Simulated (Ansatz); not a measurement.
## La2O3: rattling a relaxed structure

It was relaxed at this level from a Materials Project cell.

Theory: DFT PBE, scalar-relativistic, plane waves, PAW in Ansatz 0.2.0. Settings: cutoff 420 eV, Γ-centred mesh 6×6×4 on the computed 5-atom cell, Gaussian smearing of 0.02 eV; no spin polarisation.

The cell below (5 atoms, space group P-3m1 (No. 164)) is relaxed within its symmetry.

```yaml
crystal:
  lattice:
    - [3.94041, 0.00000, 0.00000]
    - [-1.97021, 3.41250, 0.00000]
    - [0.00000, 0.00000, 6.18752]
  atoms:
    - { symbol: La, position: [0.66667, 0.33333, 0.75263] }
    - { symbol: La, position: [0.33333, 0.66667, 0.24737] }
    - { symbol: O, position: [0.66667, 0.33333, 0.35470] }
    - { symbol: O, position: [0.33333, 0.66667, 0.64530] }
    - { symbol: O, position: [0.00000, 0.00000, 0.00000] }
```

For the test a repeat of it with 10 atoms (edges 3.94, 3.94, 12.38 Å) was strained at random (σ = 1.5 % a component), the atoms were moved at random (σ = 0.15 Å), and all was relaxed again on a coarse 6×6×1 mesh (in the run’s order of axes) with 0.10 eV smearing, with no symmetry imposed.

Question: Does it come back?

Answer: It returns, within 1 meV/atom of the unmoved cell on that mesh and with the same symmetry when read at 0.1 Å (C2/m at 0.01 Å, so small strains and shifts remain). No instability shows in this cell; modes of other wave vectors, which need another repeat, aren't tested.
